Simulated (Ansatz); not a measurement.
SrO: the functional and the phonons

SrO in the rock-salt structure, in a typed cell, not relaxed.

```yaml
# lattice in Å, fractional positions
crystal:
  lattice:
    - [0.00000, 2.60000, 2.60000]
    - [2.60000, 0.00000, 2.60000]
    - [2.60000, 2.60000, 0.00000]
  atoms:
    - { symbol: Sr, position: [0.00000, 0.00000, 0.00000] }
    - { symbol: O, position: [0.50000, 0.50000, 0.50000] }
```

Method (Ansatz, development build): PBE; all-electron PAW datasets (no frozen core) at 490 eV; k mesh 6×6×6; fixed occupations; no spin. Phonons (linear response) are harmonic and in cm⁻¹; i marks an unstable mode. Zone-centre lists hold the optical modes without the non-analytic term.

Caveats: coarse k mesh.

At 17.58 Å³ an atom it gives top Γ mode (cm⁻¹) 188; lowest mode at X = [0.5, 0, 0.5] (cm⁻¹) 122; top mode at X = [0.5, 0, 0.5] (cm⁻¹) 305.

Question: Repeat with r2SCAN in the same cell, on the same kind of potentials and mesh (r2SCAN by finite displacements). What changes?

Answer: 
```tsv
functional	cutoff (eV)	volume (Å³/atom)	top Γ mode (cm⁻¹)	lowest mode at X = [0.5, 0, 0.5] (cm⁻¹)	top mode at X = [0.5, 0, 0.5] (cm⁻¹)
r2SCAN in the same cell	490	17.58	199	124	313
```
